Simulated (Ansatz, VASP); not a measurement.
SiNi3: VASP beside Ansatz

```
CELL_PARAMETERS angstrom
3.50626 0.00000 0.00000
0.00000 3.50626 0.00000
0.00000 0.00000 3.50626
ATOMIC_POSITIONS crystal
Si 0.00000 0.00000 0.00000
Ni 0.00000 0.50000 0.50000
Ni 0.50000 0.00000 0.50000
Ni 0.50000 0.50000 0.00000
```

Alike in both runs: task single point; functional PBE; k mesh 14 × 14 × 14; occupations gaussian, width 0.1 eV; no spin polarisation.

```csv
,VASP,Ansatz
version,VASP 6.6.1,Ansatz 0.2.0
potentials or method,"VASP PAW PBE potentials, release 64 (Si, Ni)","scalar-relativistic, plane waves, PAW"
plane-wave cutoff (eV),520,420
valence electrons in the cell,34,58
```

|  | VASP | Ansatz | Ansatz less VASP |
| --- | --- | --- | --- |
| gap on the k mesh at the Fermi level (eV) | none | none | - |
| pressure (GPa) | 0.1 | 0.0 | -0.06 |

A gap of «none» marks a metal or a gap that the smearing closes. The two sets of potentials don't hold the same shells in valence.

Spin polarisation is off, so any magnetic state and its effect on volume and gap are missing.
